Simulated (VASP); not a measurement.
## VASP 6.6.1 run: SnO

INCAR

```
NELM = 87
NBANDS = 28
ENCUT = 520
LASPH = .TRUE.
LCHARG = .FALSE.
PREC = Accurate
LWAVE = .FALSE.
IBRION = -1
NSW = 0
ISMEAR = 2
LREAL = .FALSE.
SIGMA = 0.8
GGA = PE
EDIFF = 1E-7
ISIF = 2
```

KPOINTS

```
KPOINTS created by Atomic Simulation Environment
0
Gamma
6 6 6
0 0 0
```

POSCAR

```
Sn O
 1.0000000000000000
     3.8684398229000001    0.0000000000000000    0.0000000000000000
     0.0000000000000000    3.8684398229000001    0.0000000000000000
     0.0000000000000000    0.0000000000000000    4.8535549723999996
 Sn  O
   2   2
Cartesian
  0.0000000000000000  1.9342199114500001  1.1264054007556932
  1.9342199114500001  0.0000000000000000  3.7271495716443059
  1.9342199114500001  1.9342199114500001  0.0000000000000000
 -0.0000000000000000  0.0000000000000000  0.0000000000000000
```

The recommended PBE PAW datasets give the neutral cell 40 valence electrons.

Command

```
mpirun -np 1 vasp_std
```

OSZICAR

```
N       E                     dE             d eps       ncg     rms          rms(c)
DAV:   1     0.418050809412E+03    0.41805E+03   -0.19948E+04  2352   0.217E+03
DAV:   2     0.365942179318E+02   -0.38146E+03   -0.36570E+03  2356   0.541E+02
DAV:   3    -0.234938628846E+02   -0.60088E+02   -0.59017E+02  2528   0.180E+02
DAV:   4    -0.263486015230E+02   -0.28547E+01   -0.28410E+01  2576   0.422E+01
DAV:   5    -0.264168822861E+02   -0.68281E-01   -0.68272E-01  2476   0.700E+00    0.117E+01
DAV:   6    -0.227415770670E+02    0.36753E+01   -0.17447E+01  3600   0.449E+01    0.501E+00
DAV:   7    -0.227171952705E+02    0.24382E-01   -0.20811E+00  2652   0.864E+00    0.248E+00
DAV:   8    -0.227048761279E+02    0.12319E-01   -0.29859E-01  2844   0.367E+00    0.816E-01
DAV:   9    -0.226969974290E+02    0.78787E-02   -0.48912E-02  3564   0.223E+00    0.247E-01
DAV:  10    -0.226983725990E+02   -0.13752E-02   -0.76605E-03  3096   0.784E-01    0.149E-01
DAV:  11    -0.226979813797E+02    0.39122E-03   -0.21609E-03  3400   0.425E-01    0.226E-02
DAV:  12    -0.226980214772E+02   -0.40098E-04   -0.30206E-04  2320   0.972E-02    0.361E-02
DAV:  13    -0.226980122542E+02    0.92230E-05   -0.48462E-05  3192   0.656E-02    0.306E-03
DAV:  14    -0.226980124403E+02   -0.18612E-06   -0.50526E-06  2476   0.133E-02    0.416E-03
DAV:  15    -0.226980125216E+02   -0.81260E-07   -0.15323E-07  1860   0.318E-03
   1 F= -.22698013E+02 E0= -.22696786E+02  d E =-.490732E-02
```

From OUTCAR

```
k-points           NKPTS =     40   k-points in BZ     NKDIM =     40   number of bands    NBANDS=     28

   NELECT =      40.0000    total number of electrons

   dimension x,y,z NGX =    30 NGY =   30 NGZ =   36
   dimension x,y,z NGXF=    60 NGYF=   60 NGZF=   72

  energy-cutoff  :      520.00
  volume of cell :       72.63
      direct lattice vectors                 reciprocal lattice vectors
     3.868439823  0.000000000  0.000000000     0.258502147  0.000000000  0.000000000
     0.000000000  3.868439823  0.000000000     0.000000000  0.258502147  0.000000000
     0.000000000  0.000000000  4.853554972     0.000000000  0.000000000  0.206034547

 k-points in reciprocal lattice and weights: KPOINTS created by Atomic Simulation Env
   0.00000000  0.00000000  0.00000000       0.005
   0.16666667  0.00000000  0.00000000       0.019
   0.33333333  0.00000000  0.00000000       0.019
   0.50000000  0.00000000  0.00000000       0.009
   0.16666667  0.16666667  0.00000000       0.019
   0.33333333  0.16666667  0.00000000       0.037
   0.50000000  0.16666667  0.00000000       0.019
   0.33333333  0.33333333  0.00000000       0.019
   ...

 E-fermi :   6.8708

 k-point     1 :       0.0000    0.0000    0.0000
  band No.  band energies     occupation
      1     -15.2191      2.00000
      2     -14.8052      2.00000
      3     -14.8052      2.00000
      4     -14.7913      2.00000
      5     -14.7623      2.00000
      6     -14.7585      2.00000
      7     -14.7195      2.00000
      8     -14.7070      2.00000
      9     -14.6893      2.00000
     10     -14.6893      2.00000
     11     -13.2973      2.00000
     12     -10.8173      2.00000
     13      -0.6908      2.00000
     14       0.3063      2.00000
     15       0.5408      2.00000
     16       0.5408      2.00000
     17       3.3489      2.00000
     18       3.5108      2.00000
     19       3.5108      2.00000
     20       6.5758      1.70344
     21       8.5973      0.00896
     22      10.9486      0.00000
     23      11.4677      0.00000
     24      11.4677      0.00000
     25      12.4054      0.00000
     26      12.4054      0.00000
     27      13.5621      0.00000
     28      14.0018      0.00000

 k-point     2 :       0.1667    0.0000    0.0000
  band No.  band energies     occupation
      1     -15.2034      2.00000
      2     -14.8151      2.00000
      3     -14.8000      2.00000
      4     -14.7984      2.00000
      5     -14.7664      2.00000
      6     -14.7649      2.00000
      7     -14.7496      2.00000
      8     -14.7112      2.00000
      9     -14.6937      2.00000
     10     -14.6896      2.00000
     11     -13.0879      2.00000
     12     -10.9507      2.00000
     13      -0.8411      2.00000
     14       0.2745      2.00000
     15       0.7148      2.00000
     16       0.7257      2.00000
     17       2.9727      2.00000
     18       3.2784      2.00000
     19       3.3815      2.00000
     20       6.5607      1.73169
     21       9.3411      0.00039
     22       9.9541      0.00000
     23      11.5604      0.00000
     24      11.6285      0.00000
     25      11.7970      0.00000
     26      12.5383      0.00000
     27      13.8334      0.00000
     28      15.7112      0.00000

 ...

  Total        0.8464781      0.8464781      1.5038802      0.0000000      0.0000000      0.0000000
  in kB       18.6721647     18.6721647     33.1735669      0.0000000      0.0000000      0.0000000
  external PRESSURE =      23.5059654 kB  Pullay stress =       0.0000000 kB

 POSITION                                       TOTAL-FORCE (eV/Angst)
 -----------------------------------------------------------------------------------
      0.00000      1.93422      1.12641         0.000000     -0.000000      0.546677
      1.93422      0.00000      3.72715        -0.000000     -0.000000     -0.546677
      1.93422      1.93422      0.00000        -0.000000     -0.000000      0.000000
      0.00000      0.00000      0.00000         0.000000      0.000000      0.000000
 -----------------------------------------------------------------------------------
    total drift:                                0.000000      0.000000     -0.000000

  FREE ENERGIE OF THE ION-ELECTRON SYSTEM (eV)
  ---------------------------------------------------
  free  energy   TOTEN  =       -22.6980125216 eV

  energy  without entropy=      -22.6931052002  energy(sigma->0) =      -22.69678569
```

It converged. Results: gap between bands v and c on the k mesh 0.44 eV; least direct gap on the k mesh 1.95 eV; pressure 2.4 GPa; largest force 0.55 eV/Å. Band v is the last that the valence electrons fill when counted band by band, and c is the next.

One setting is odd (smearing far too wide), but here it hardly changes the result.

On sound settings PBE gives a gap of 0.44 eV on its mesh and a pressure of 2.4 GPa for the intended cell. This run's energy (σ→0) differs from it by 1 meV an atom.

The run took about 84 s on one core of a shared host (Intel Xeon Platinum 8488C) and held 0.21 GiB at most.
